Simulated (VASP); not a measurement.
# BN (R3m) in VASP: further runs

One crystal, BN, is run at these levels: PBE, RPBE; tasks: single point.

All numbers are computed with VASP 6.6.1; they aren't measurements. Logs are shortened: lines on timing, memory, paths and dates and some standing lists are left out, and cuts for length are marked.

## 1. Starting point

It takes space group R3m (No. 160, trigonal). Conventional cell: a = 2.502 Å, b = 2.502 Å, c = 10.119 Å, α = 90.00°, β = 90.00°, γ = 120.00°. N (site symmetry 3m) has 3 B at 1.44 Å as nearest neighbours. B (site symmetry 3m) has 3 N at 1.44 Å as nearest neighbours.

The cell is a database's computed one.

## 2. Single point, PBE

File INCAR:

```
SYSTEM = BN
  PREC = Accurate
  ENCUT = 520
  EDIFF = 1E-6
  ISMEAR = 0
  SIGMA = 0.014
  LREAL = .False.
  LASPH = .True.
  NELM = 100
  ALGO = Fast
  ISIF = 2
  LWAVE = .False.
  LCHARG = .False.
  GGA = PE
  NBANDS = 11
```

File KPOINTS:

```
Automatic mesh
0
Gamma
  12 12 12
  0 0 0
```

File POSCAR:

```
BN
1.0
    1.2511217832      0.7223354983      3.3729344033
   -1.2511217832      0.7223354983      3.3729344033
    0.0000000000     -1.4446709966      3.3729344033
N B
1 1
Direct
    0.6672382000      0.6672382000      0.6672382000
    0.0003288000      0.0003288000      0.0003288000
```

Potentials or basis: VASP PAW PBE potentials, release 64 (N, B).

The run is started by

```bash
cat potpaw_PBE.64/N/POTCAR potpaw_PBE.64/B/POTCAR > POTCAR
mpirun -np 1 vasp_std > vasp.out
```

OUTCAR:

```text
SYSTEM = BN
   PREC = Accurate
   ENCUT = 520
   EDIFF = 1E-6
   ISMEAR = 0
   LREAL = .False.
   LASPH = .True.
   NELM = 100
   ISIF = 2
   GGA = PE

 ion  position               nearest neighbor table
   1  0.667  0.667  0.667-   2 1.44   2 1.44   2 1.44
   2  0.000  0.000  0.000-   1 1.44   1 1.44   1 1.44

  LATTYP: Found a trigonal (rhomboedric) cell.
 ALAT       =     3.6692997666
 COS(alpha) =     0.7674786797

  Lattice vectors:

 A1 = (   1.2511217832,   0.7223354983,   3.3729344033)
 A2 = (  -1.2511217832,   0.7223354983,   3.3729344033)
 A3 = (   0.0000000000,  -1.4446709966,   3.3729344033)

Analysis of symmetry for initial positions (statically):
=====================================================================
 Subroutine PRICEL returns:
 Original cell was already a primitive cell.

 Routine SETGRP: Setting up the symmetry group for a
 trigonal (rhombohedral) supercell.

 Subroutine GETGRP returns: Found  6 space group operations
 (whereof  6 operations were pure point group operations)
 out of a pool of 12 trial point group operations.

The static configuration has the point symmetry C_3v.

Analysis of symmetry for dynamics (positions and initial velocities):
=====================================================================
 Subroutine PRICEL returns:
 Original cell was already a primitive cell.

 Routine SETGRP: Setting up the symmetry group for a
 trigonal (rhombohedral) supercell.

 Subroutine GETGRP returns: Found  6 space group operations
 (whereof  6 operations were pure point group operations)
 out of a pool of 12 trial point group operations.

The dynamic configuration has the point symmetry C_3v.

 Subroutine INISYM returns: Found  6 space group operations
 (whereof  6 operations are pure point group operations),
 and found     1 'primitive' translations

----------------------------------------------------------------------------------------

                                     Primitive cell

  volume of cell :      18.2893

  direct lattice vectors                    reciprocal lattice vectors
     1.251121783  0.722335498  3.372934403     0.399641351  0.230733042  0.098825916
    -1.251121783  0.722335498  3.372934403    -0.399641351  0.230733042  0.098825916
     0.000000000 -1.444670997  3.372934403     0.000000000 -0.461466083  0.098825916

  length of vectors
     3.669299767  3.669299767  3.669299767     0.471929558  0.471929558  0.471929558
[... 89 lines left out ...]
   POTIM  = 0.5000    time-step for ionic-motion
   TEBEG  =    0.0;   TEEND  =   0.0 temperature during run
   PSTRESS=    0.0 pullay stress
   NELECT =       8.0000    total number of electrons
   NUPDOWN=      -1.0000    fix difference up-down
   EMIN   =  10.00;   EMAX   =-10.00  energy-range for DOS
   EFERMI =   0.00;   METHOD = LEGACY
   ISMEAR =     0;   SIGMA  =   0.01  broadening in eV -4-tet -1-fermi 0-gaus
   EFERMI_NEDOS =   21; number of points for ismear=-14 and -15
   IALGO  =     68    algorithm
   IMIX   =      4    mixing-type and parameters
     AMIX     =   0.40;   BMIX     =  1.00
     AMIX_MAG =   1.60;   BMIX_MAG =  1.00
  volume/ion in A,a.u.               =       9.14        61.71
  Fermi-wavevector in a.u.,A,eV,Ry     =   1.242717  2.348395 21.012099  1.544346
  Thomas-Fermi vector in A             =   2.377059
   LORBIT       =      0    0 simple, 1 ext, 2 COOP (PROOUT), +10 PAW based schemes
   GGA     = PE    functional components
   LHFCALC =     F    Hartree Fock is set to
   AEXX    =    0.0000 exact exchange contribution
   IVDW    =     0    specifies the selected vdW correction
   LEPSILON=     F    determine dielectric tensor
   LRPA    =     F    only Hartree local field effects (RPA)
 non-spin polarized calculation
 RMM-DIIS sequential band-by-band and
 Gauss-broadening in eV      SIGMA  =   0.01
  energy-cutoff  :      520.00
  volume of cell :       18.29
 maximum number of plane-waves:       517
   NGX = 13   NGY = 13   NGZ = 13

 number of electron       8.0000000 magnetization

 Free energy of the ion-electron system (eV)
  ---------------------------------------------------
  ext. energy  EPLUGINS =         0.00000000
  ---------------------------------------------------
  free energy    TOTEN  =       -17.58097462 eV

  energy without entropy =      -17.58097462  energy(sigma->0) =      -17.58097462

 E-fermi :   2.2236     XC(G=0):  -9.9782

 val. band max:        2.1343411480   @ k =  -0.3333   0.3333   0.0000
 cond. band min:       6.4157839556   @ k =   0.5000   0.5000  -0.0000
 fundamental gap:      4.2814428076
 Fermi energy:         2.2236415122

 k-point     1 :       0.0000    0.0000    0.0000
  band No.  band energies     occupation
      1     -15.6428      2.00000
      2      -2.0453      2.00000
      3       0.8469      2.00000
      4       0.8469      2.00000
      5       7.3034      0.00000
      6      13.8148      0.00000
      7      13.8148      0.00000
      8      15.2773      0.00000
      9      16.8768      0.00000
     10      28.0519      0.00000
     11      30.0611      0.00000
[... 309 lines left out ...]
 k-point    24 :      -0.4167    0.1667    0.0000
  band No.  band energies     occupation
      1     -12.1993      2.00000
      2      -6.4611      2.00000
      3      -3.2794      2.00000
      4       1.8140      2.00000
      5       7.3107      0.00000
      6      13.6640      0.00000
      7      15.7178      0.00000
      8      16.5481      0.00000
      9      19.8663      0.00000
     10      23.0855      0.00000
     11      25.2838      0.00000

 [... further k-points ...]

------------------------ aborting loop because EDIFF is reached ----------------------------------------

  FORCE on cell =-STRESS in cart. coord.  units (eV):
  Direction    XX          YY          ZZ          XY          YZ          ZX
  --------------------------------------------------------------------------------------
  -------------------------------------------------------------------------------------
  Total        0.4942419      0.4942419      0.2542826      0.0000000     -0.0000000      0.0000000
  in kB       43.2964706     43.2964706     22.2756038      0.0000000     -0.0000000      0.0000000
  external PRESSURE =      36.2895150 kB  Pullay stress =       0.0000000 kB

 VOLUME and BASIS-vectors are now :
 -----------------------------------------------------------------------------
  energy-cutoff  :      520.00
  volume of cell :       18.29
      direct lattice vectors                 reciprocal lattice vectors
     1.251121783  0.722335498  3.372934403     0.399641351  0.230733042  0.098825916
    -1.251121783  0.722335498  3.372934403    -0.399641351  0.230733042  0.098825916
     0.000000000 -1.444670997  3.372934403     0.000000000 -0.461466083  0.098825916

 POSITION                                       TOTAL-FORCE (eV/Angst)
 -----------------------------------------------------------------------------------
      0.00000      0.00000      6.75165         0.000000      0.000000     -0.002956
      0.00000      0.00000      0.00333         0.000000      0.000000      0.002956
 -----------------------------------------------------------------------------------
    total drift:                               -0.000000      0.000000      0.000147

  FREE ENERGIE OF THE ION-ELECTRON SYSTEM (eV)
  ---------------------------------------------------
  free  energy   TOTEN  =       -17.5809746157 eV

  energy  without entropy=      -17.5809746157  energy(sigma->0) =      -17.58097462
```

OSZICAR:

```text
N       E                     dE             d eps       ncg     rms          rms(c)
DAV:   1     0.139948434438E+02    0.13995E+02   -0.45684E+03  4222   0.679E+02
DAV:   2    -0.185858719352E+02   -0.32581E+02   -0.31367E+02  4909   0.161E+02
DAV:   3    -0.193752296633E+02   -0.78936E+00   -0.78824E+00  5033   0.233E+01
DAV:   4    -0.193775974015E+02   -0.23677E-02   -0.23677E-02  4632   0.142E+00
DAV:   5    -0.193776075676E+02   -0.10166E-04   -0.10166E-04  5062   0.828E-02    0.798E+00
RMM:   6    -0.177724125354E+02    0.16052E+01   -0.12698E+00  4171   0.769E+00    0.364E+00
RMM:   7    -0.176165848368E+02    0.15583E+00   -0.18541E-01  4478   0.336E+00    0.214E+00
RMM:   8    -0.175806342408E+02    0.35951E-01   -0.57308E-02  4650   0.167E+00    0.295E-01
RMM:   9    -0.175809799842E+02   -0.34574E-03   -0.46641E-03  4862   0.583E-01    0.148E-01
RMM:  10    -0.175809704160E+02    0.95682E-05   -0.37024E-04  4743   0.209E-01    0.274E-02
RMM:  11    -0.175809867797E+02   -0.16364E-04   -0.91850E-05  4839   0.816E-02    0.306E-02
RMM:  12    -0.175809745197E+02    0.12260E-04   -0.16030E-05  4893   0.355E-02    0.517E-03
RMM:  13    -0.175809746157E+02   -0.96052E-07   -0.14699E-06  4369   0.103E-02
   1 F= -.17580975E+02 E0= -.17580975E+02  d E =-.141601E-21
```

stdout:

```text
POSCAR found type information on POSCAR N B
 POSCAR found :  2 types and       2 ions
 scaLAPACK will be used
 LDA part: xc-table for (Slater+PW92), standard interpolation
 POSCAR, INCAR and KPOINTS ok, starting setup
 FFT: planning ... GRIDC
 FFT: planning ... GRID_SOFT
 FFT: planning ... GRID
 WAVECAR not read
 entering main loop
```

It took 36 s on 1 thread of AMD EPYC 9R45 (Zen 5), shared host; peak memory 0.13 GiB.

What came out:

```yaml
Free_energy: -17.5810 eV
Pressure: 3.6 GPa
Band_gap_on_the_k_mesh: 4.28 eV, indirect (least direct gap 4.70 eV)
```

Forces in eV/Å, atoms in the order of the input:
```
N    0.000  0.000 -0.003
B    0.000  0.000  0.003
```

Levels at points of the mesh, in eV from the valence-band top:
| k point | band 2 | band 3 | band 4 | band 5 | band 6 | band 7 |
| --- | --- | --- | --- | --- | --- | --- |
| (0.00, 0.00, 0.00) | -4.18 | -1.29 | -1.29 | 5.17 | 11.68 | 11.68 |
| (0.50, 0.00, 0.00) | -8.93 | -4.07 | -0.60 | 5.29 | 9.92 | 13.09 |
| (0.50, 0.50, 0.00) | -8.80 | -4.13 | -1.17 | 4.28 | 9.91 | 14.26 |
| (0.50, 0.50, 0.50) | -6.13 | -1.30 | -1.30 | 10.11 | 11.61 | 11.61 |

A k mesh can miss the band edges.

(Part 1 of 2 ends here.)
